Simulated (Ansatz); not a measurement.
# CoO (Fm-3m) in Ansatz: further runs

One crystal, CoO, is run at these levels: PBE; tasks: single point.

Program: Ansatz 0.2.0. These are calculated values, not measurements. Logs are shortened: lines on timing, memory, paths and dates and some standing lists are left out, and cuts for length are marked.

## Step 1: Starting point

Symmetry: Fm-3m, No. 225, cubic system. Conventional cell: a = 4.263 Å, b = 4.263 Å, c = 4.263 Å, α = 90.00°, β = 90.00°, γ = 90.00°. Co (site symmetry m-3m) has 6 O at 2.13 Å as nearest neighbours. O (site symmetry m-3m) is surrounded by 6 Co at 2.13 Å.

## Step 2: Single point, PBE, collinear spin, ferromagnetic start

The input, input.yaml:

```yaml
crystal:
  lattice:
    - [0.0, 2.1315, 2.1315]
    - [2.1315, 0.0, 2.1315]
    - [2.1315, 2.1315, 0.0]
  atoms:
    - { symbol: Co, position: [0.0, 0.0, 0.0], spin: 2.0 }
    - { symbol: O, position: [0.5, 0.5, 0.5] }
hamiltonian:
  xc: pbe
  pseudopotentials: { kind: paw }
magnetization:
  spin_polarized: true
kpoints:
  mp_grid: { grid: [11, 11, 11] }
scf:
  occupations: { method: gaussian, width: 0.029 }
output:
  forces: true
  stress: true
  eigenvalues: true
  write_density: true
  write_potential: true
  elf: true
  volumetric_format: npy
```

Potentials or basis: Ansatz PAW.

The run is started by

```console
> ansatz run input.yaml --threads 2 --pin off --max-ram 5632MiB --backend cpu --events-out ev --progress --plain --runs-dir out
```

The program printed:

```text
Warning: RAYON_NUM_THREADS=2 ignored (pool sized by the plan → 2); use --threads N
Engine: ansatz 0.2.0, aarch64-unknown-linux-gnu
Pseudopotentials: kind: paw
Pseudopotential: Co, paw, valence charge 17, recommended cutoff 420 eV (normal), Co.paw.azcp
Pseudopotential: O, paw, valence charge 6, recommended cutoff 420 eV (normal), O.paw.azcp
Functional definition: PBE
  parameter kappa = 0.804
  parameter beta = 0.06672455060314922
  exchange = pbe_x(kappa = kappa, mu = beta*pi^2/3)
  correlation = pbe_c(beta = beta)
Crystal: 2 atoms, lattice volume = 19.368 Å³
Basis set: ecut = 420 eV, 339 PW (Γ), exchange–correlation on 48×48×48 points (8 copies of the dense FFT grid, shifted against one another)
Bands: 17, of which v1, the nominal top of the filled ones, is band 12 counted from 1 (11 counted from 0)
Symmetry: 48 space group operations
Space group: Fm-3m (ITA 225), of the structure as read, at distance tolerance 2.7e-5 Å
Magnetic group: BNS 225.116 (UNI 1618), of the structure as read, at distance tolerance 2.7e-5 Å
k-points: 56 of 1331
Non-local potential: Co, projectors of the file, l = 0: 3, l = 1: 2, l = 2: 3, l = 3: 1
Non-local potential: O, projectors of the file, l = 0: 2, l = 1: 2, l = 2: 1
PAW form: soft (Blöchl's): semilocal exchange-correlation on the pseudo side does not see the compensation charge
PAW one-centre angular grid: Co, 590 points (default); XC on 64 Gauss nodes
PAW one-centre angular grid: O, 110 points (default); XC on 64 Gauss nodes
Initial density: superposition of atomic densities (chi_scale 0.1, normalization cell, long waves kept (reshape's long-wave potential 0.00 eV rms))
Starting moments: Σ|m| = 2 μB on 1 of 2 sites
Initial wavefunctions: pseudopotential atomic-orbital guess
Functional: x = pbe(κ = 0.804, μ = 0.2195149727645171), c = pbe(β = 0.06672455060314922)
SCF iter   1: F=—  HF=-5691.150760 eV  |F-HF|=—  |Δ(HF+E_count)|=         —  Δρ=1.17e-1 (↑1.17e-1 ↓9.85e-2)  dr2=6.16e0  dr2_m=1.56e-1  M=2.118 μB ∫|m|=2.118 μB  β_m=0.30  ethr=3.10e-3  ⟨swp⟩=5.0  Hψ=8460  notcnv=0
Mixer restart at iter 1: flushing history
preconditioner: auto → none  [metal: Δε(μ)=0.005 eV  Ē_g=13.079 eV  σ=0.029 eV  W_gap=0.09  n_scr=8 (ndim 8)  ℏωp=32.7 eV  f_vac=0.000  D(μ)=6.96/eV (n_scr^D=168)  sad-step TF]
SCF iter   2: F=—  HF=-5691.879443 eV  |F-HF|=—  |Δ(HF+E_count)|=   7.29e-1  Δρ=9.85e-2 (↑9.85e-2 ↓7.57e-2)  dr2=4.82e-1  dr2_m=1.21e0  M=2.802 μB ∫|m|=2.802 μB  β_m=0.37  ethr=3.10e-3  ⟨swp⟩=3.0  Hψ=4747  notcnv=0  defer=85
SCF iter   3: F=—  HF=-5692.113247 eV  |F-HF|=—  |Δ(HF+E_count)|=   2.34e-1  Δρ=8.67e-2 (↑6.36e-2 ↓8.67e-2)  dr2=1.47e-1  dr2_m=9.32e-1  M=3.000 μB ∫|m|=3.003 μB  β_m=0.37  ethr=2.09e-3  ⟨swp⟩=2.2  Hψ=3367  notcnv=0  defer=72
SCF iter   4: F=—  HF=-5691.912103 eV  |F-HF|=—  |Δ(HF+E_count)|=         —  Δρ=3.22e-2 (↑3.22e-2 ↓2.95e-2)  dr2=1.46e-1  dr2_m=1.24e-1  M=2.815 μB ∫|m|=2.821 μB  β_m=0.69  ethr=6.38e-4  ⟨swp⟩=2.2  Hψ=3730  notcnv=0  defer=81
Mixer restart at iter 4: flushing history
SCF iter   5: F=—  HF=-5692.074029 eV  |F-HF|=—  |Δ(HF+E_count)|=   1.62e-1  Δρ=4.80e-2 (↑2.30e-2 ↓4.80e-2)  dr2=3.63e-1  dr2_m=1.28e-1  M=3.000 μB ∫|m|=3.012 μB  β_m=0.65  ethr=6.36e-4  ⟨swp⟩=3.1  Hψ=4214  notcnv=0  defer=81
SCF iter   6: F=—  HF=-5692.102024 eV  |F-HF|=—  |Δ(HF+E_count)|=   2.80e-2  Δρ=1.66e-2 (↑1.66e-2 ↓1.24e-2)  dr2=8.61e-2  dr2_m=5.30e-3  M=2.867 μB ∫|m|=2.878 μB  β_m=0.61  ethr=6.36e-4  ⟨swp⟩=3.6  Hψ=4781  notcnv=0  defer=81
SCF iter   7: F=—  HF=-5692.102684 eV  |F-HF|=—  |Δ(HF+E_count)|=   6.60e-4  Δρ=7.28e-3 (↑3.99e-3 ↓7.28e-3)  dr2=1.00e-2  dr2_m=1.84e-3  M=2.918 μB ∫|m|=2.932 μB  β_m=0.51  ethr=3.75e-4  ⟨swp⟩=2.3  Hψ=3903  notcnv=0  defer=69
SCF iter   8: F=—  HF=-5692.100187 eV  |F-HF|=—  |Δ(HF+E_count)|=   2.50e-3  Δρ=4.84e-3 (↑3.01e-3 ↓4.84e-3)  dr2=6.04e-4  dr2_m=2.55e-3  M=2.959 μB ∫|m|=2.975 μB  β_m=0.75  ethr=4.35e-5  ⟨swp⟩=2.1  Hψ=2872  notcnv=0  defer=69
SCF iter   9: F=—  HF=-5692.099861 eV  |F-HF|=—  |Δ(HF+E_count)|=   3.26e-4  Δρ=6.29e-4 (↑4.68e-4 ↓6.29e-4)  dr2=1.53e-4  dr2_m=6.57e-6  M=2.977 μB ∫|m|=2.994 μB  β_m=0.83  ethr=2.62e-6  ⟨swp⟩=2.0  Hψ=2815  notcnv=0  defer=69
SCF iter  10: F=—  HF=-5692.100017 eV  |F-HF|=—  |Δ(HF+E_count)|=   1.56e-4  Δρ=6.44e-4 (↑5.16e-4 ↓6.44e-4)  dr2=3.49e-6  dr2_m=5.77e-5  M=2.979 μB ∫|m|=2.996 μB  β_m=0.92  ethr=6.64e-7  ⟨swp⟩=2.0  Hψ=2733  notcnv=0  defer=69
SCF iter  11: F=—  HF=-5692.100037 eV  |F-HF|=—  |Δ(HF+E_count)|=   2.08e-5  Δρ=2.00e-4 (↑1.59e-4 ↓2.00e-4)  dr2=4.18e-7  dr2_m=5.49e-6  M=2.980 μB ∫|m|=2.997 μB  β_m=0.96  ethr=1.52e-8  ⟨swp⟩=2.1  Hψ=2969  notcnv=0  defer=69
SCF iter  12: F=—  HF=-5692.100037 eV  |F-HF|=—  |Δ(HF+E_count)|=   1.40e-7  Δρ=4.99e-5 (↑4.46e-5 ↓4.99e-5)  dr2=4.44e-8  dr2_m=3.79e-7  M=2.981 μB ∫|m|=2.997 μB  β_m=0.98  ethr=1.82e-9  ⟨swp⟩=2.2  Hψ=2740  notcnv=0  defer=69
SCF iter  13: F=-5692.100037 eV  HF=-5692.100037 eV  |F-HF|=6.58e-9  |Δ(HF+E_count)|=   3.90e-8  Δρ=1.07e-5 (↑6.43e-6 ↓1.07e-5)  dr2=8.70e-9  dr2_m=1.15e-8  M=2.981 μB ∫|m|=2.997 μB  ethr=1.93e-10  ⟨swp⟩=7.6  Hψ=10990  notcnv=0
SCF 1 converged in 13 iterations: F = -5692.100037 eV  dr2 = 8.70e-9
SCF converged after 13 iterations
Magnetization: 2.9806 μB (12.9903 up, 10.0097 down)
Absolute magnetization: 2.9975 μB (∫|ρ↑−ρ↓|, with the PAW one-centre terms)
Spin contamination: 0.0067 ħ² per cell (⟨S²⟩ above its minimum at these occupations)
Per-site moments (μB) at R_I (Å): [(2.5264175399651037, 0.87924375), (0.3386920775242977, 0.87924375)]
Free energy (F): -5692.100037 eV
Harris-Foulkes:  -5692.100037 eV  (|F-HF|=6.58e-9)
Internal energy: -5692.098557 eV  (E = F + TS)
E sigma→0 (E₀):  -5692.099297 eV
Entropy (-TS):   -0.001480 eV (-0.740 meV/atom)
Fermi energy:    13.860997 eV
--- Per-component energies (eV) ---
  E_band       = -306.406110
  E_kinetic    = 617.303677
  E_local      = -3436.711490  (includes V_loc(G=0)·N_el)
  E_nonlocal   = 514.163463
  E_hartree    = 1410.676151
  E_xc         = -228.580637
  E_vxc        = -293.754072  (∫ρ·V_xc dr)
  E_paw        = -1676.887169  (= ΣΔE_a)
  E_vpaw       = -528.758421  (= ΣTr[D̂ρ^β])
  E_aug_tail   = 0.002513  (compensation charges beyond the density's cutoff)
  E_ewald      = -2892.065066
  E_smearing   = -0.001480  (= −TS)
  E_closure    = -0.000000  (closes the sum)
  Σ components = -5692.100037   (vs F -5692.100037, Δ=0.00e0)
--- Forces (eV/Å), atoms counted from 1 ---
  atom   1  Co    -0.00000000    -0.00000000    -0.00000000
  atom   2  O      0.00000000     0.00000000     0.00000000
  max |Σ_I F_I| component: 9.86e-30 eV/Å
--- Stress (GPa, compression-positive) ---
       -1.616239      -0.000000       0.000000
       -0.000000      -1.616239       0.000000
        0.000000      -0.000000      -1.616239
  P = ⅓ Tr σ = -1.6162 GPa (-16.162 kbar)
--- Band table (eV; the first three rows and the last of 112) ---
  k-point 0 ↑: bands = ["-83.0749", "-46.3377", "-46.3377", "-46.3377", "-6.3875", "10.5325", "10.5325", "10.6843", "10.6843", "10.6843", "10.7250", "10.7250", "10.7250", "14.7375", "30.5654", "31.8273", "31.8273"]
  k-point 1 ↑: bands = ["-83.0747", "-46.3407", "-46.3381", "-46.3381", "-6.3020", "9.7875", "9.7875", "9.8041", "10.7577", "10.7577", "11.0690", "11.4836", "11.4836", "15.3218", "28.9255", "31.5125", "31.5125"]
  k-point 2 ↑: bands = ["-83.0740", "-46.3486", "-46.3392", "-46.3392", "-6.0636", "8.5376", "9.0546", "9.0546", "10.9086", "10.9086", "11.2768", "12.3066", "12.3066", "16.5217", "26.7393", "30.3845", "30.3845"]
  k-point 55 ↓: bands = ["-79.9647", "-43.3286", "-43.3265", "-43.3149", "-4.4317", "8.1145", "8.1744", "8.9958", "13.3391", "13.5914", "13.9933", "14.8127", "15.5339", "22.7443", "24.0976", "24.2049", "27.4229"]
```

Run time: 3.5 s. Hardware: 2 threads of Arm Neoverse V1, shared host; peak memory 0.31 GiB.

Results:

* Free energy: -5692.1000 eV
* Pressure: -1.6 GPa
* Band gap on the k mesh: none (metal or under the smearing width)
* Net moment: 2.98 μB per cell
* Absolute moment: 3.00 μB per cell
* Site moments: Co +2.53; O +0.34 μB

Levels at points of the mesh, in eV from the Fermi level:
Spin up:
```csv
k point,band 9,band 10,band 11,band 12,band 13,band 14,band 15,band 16,band 17
"(0.00, 0.00, 0.00)",-3.18,-3.18,-3.14,-3.14,-3.14,0.88,16.70,17.97,17.97
```
Spin down:
| k point | band 7 | band 8 | band 9 | band 10 | band 11 | band 12 | band 13 | band 14 |
| --- | --- | --- | --- | --- | --- | --- | --- | --- |
| (0.00, 0.00, 0.00) | -2.59 | -2.59 | -1.11 | -1.11 | -1.11 | 0.07 | 0.07 | 1.43 |

Caveat: the pressure holds a Pulay correction of +0.7 GPa for the finite cutoff; a cell with one magnetic atom can't hold antiferromagnetic order, which such compounds often take; semilocal functionals often make such compounds metallic where correlation or magnetic order opens a gap, which also shifts bond lengths. With open d or f shells a metallic result of PBE can be an artefact of self-interaction; +U or a hybrid may open a gap.

## Step 3: Single point, PBE, collinear spin, ferromagnetic start

Edit input.yaml of step 2 so:

```diff
@@ -16,3 +16,3 @@
 scf:
-  occupations: { method: gaussian, width: 0.029 }
+  occupations: { method: gaussian, width: 0.03 }
 output:
@@ -21,5 +21 @@
   eigenvalues: true
-  write_density: true
-  write_potential: true
-  elf: true
-  volumetric_format: npy
```

Potentials or basis: Ansatz PAW.

The run is started by

```console
> ansatz run input.yaml --threads 2 --pin off --max-ram 5632MiB --backend cpu --events-out ev --progress --plain --runs-dir out
```

Run time: 3.1 s. Hardware: 2 threads of Arm Neoverse V1, shared host; peak memory 0.3 GiB.

Results (log left out):

```
Free energy            : -5692.1001 eV
Pressure               : -1.6 GPa
Band gap on the k mesh : none (metal or under the smearing width)
Net moment             : 2.98 μB per cell
Absolute moment        : 3.00 μB per cell
Site moments           : Co +2.53; O +0.34 μB
```

Levels at points of the mesh, in eV from the Fermi level:
Spin up:
```csv
k point,band 11,band 12,band 13,band 14,band 15,band 16
"(0.00, 0.00, 0.00)",-3.14,-3.14,-3.14,0.88,16.70,17.97
```
Spin down:
```
           k point  band 8  band 9  band 10  band 11  band 12  band 13
(0.00, 0.00, 0.00)   -2.59   -1.11    -1.11    -1.11     0.07     0.07
```

Caveat: the pressure holds a Pulay correction of +0.7 GPa for the finite cutoff; a cell with one magnetic atom can't hold antiferromagnetic order, which such compounds often take; semilocal functionals often make such compounds metallic where correlation or magnetic order opens a gap, which also shifts bond lengths.
